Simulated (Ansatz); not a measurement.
# As: the cost of one run

Method: DFT PBE, scalar-relativistic, plane waves, PAW, in Ansatz 0.2.0.

## 1. The system as given

The structure is hexagonal, space group P6/mmm (No. 191). Conventional cell: a = 4.342 Å, b = 4.342 Å, c = 4.924 Å, α = 90.00°, β = 90.00°, γ = 120.00°. As (site symmetry 3m) is surrounded by 4 As at 2.23 to 2.51 Å.

As a file:

```
CELL_PARAMETERS angstrom
4.34186 0.00000 0.00000
-2.17093 3.76016 0.00000
0.00000 0.00000 4.92389
ATOMIC_POSITIONS crystal
As 0.33333 0.66667 0.22675
As 0.33333 0.66667 0.77325
As 0.66667 0.33333 0.77325
As 0.66667 0.33333 0.22675
```

The cell is invented: random cell by space group and Wyckoff sites (P6/mmm, No. 191). Its size is a rough estimate.

## 2. A first look at the guess

input.yaml reads:

```yaml
crystal:
  lattice:
    - [4.34186274, 0.0, 0.0]
    - [-2.17093137, 3.76016343, 0.0]
    - [0.0, 0.0, 4.92389347]
  atoms:
    - { symbol: As, position: [0.33333333, 0.66666667, 0.22675258] }
    - { symbol: As, position: [0.33333333, 0.66666667, 0.77324742] }
    - { symbol: As, position: [0.66666667, 0.33333333, 0.77324742] }
    - { symbol: As, position: [0.66666667, 0.33333333, 0.22675258] }
basis:
  ecutwfc: 420
kpoints:
  mp_grid: { grid: [6, 6, 4] }
hamiltonian:
  xc: pbe
scf:
  occupations: { method: gaussian, width: 0.1 }
  lower_state_search: "off"
output:
  forces: true
  stress: true
  eigenvalues: true
```

Started as:

```console
$ ansatz run input.yaml --threads 1 --pin off --max-ram 2560MiB --backend cpu --events-out ev --progress --plain --runs-dir out
```

What time and memory should one allow on 1 thread of Arm Neoverse N1, shared host?

About 6.7 s, with a peak of 0.34 GiB.
